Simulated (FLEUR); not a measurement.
# GaP: equation of state with Wu-Cohen GGA

**Measured values to compare with.**

From “Phosphorous dimerization in GaP at high pressure”, 2017, arxiv:1709.06667, for a bulk crystal of GaP: bulk modulus 87.5 ± 0.6 GPa.

Crystal: GaP.

```
Ga P
1.0
     0.00000    2.72525    2.72525
     2.72525    0.00000    2.72525
     2.72525    2.72525    0.00000
Ga P
1 1
Cartesian
  0.0000 0.0000 0.0000
  4.0879 4.0879 4.0879
```

```json
{
 "Program": "FLEUR MaX-R8.1 (later development tree)",
 "Task": "equation of state",
 "Functional": "Wu-Cohen GGA",
 "Potentials or basis": "all-electron",
 "Basis": "FLAPW",
 "Kmax": "5.21 1/bohr",
 "k mesh": "8 × 8 × 8",
 "Occupations": "fermi-dirac, width 0.05 eV",
 "Spin": "no spin polarisation",
 "Gmax": "16.2 1/bohr",
 "Muffin-tin radii": "Ga 2.13, P 1.88 bohr",
 "lmax": "Ga 9, P 8",
 "Local orbitals a species": "Ga 6, P 4"
}
```

| Quantity | Value |
| --- | --- |
| Equilibrium volume | 20.11 Å³/atom |
| Bulk modulus | 85 GPa |
| Pressure derivative of the bulk modulus | 4.5 (rough: it moves with the points fitted) |

Energy against volume, from the lowest point:
| volume (Å³/atom) | energy (meV/atom) |
| --- | --- |
| 19.026 | 16.99 |
| 19.431 | 6.29 |
| 20.240 | 0.00 |
| 21.050 | 10.50 |
| 21.455 | 20.99 |

Against the measured bulk modulus of GaP, 87.5 GPa (“Phosphorous dimerization in GaP at high pressure”, 2017, arxiv:1709.06667), the calculated 85 GPa is off by -2.7 %. The fit is for a static lattice scaled at fixed shape and fixed fractional positions.
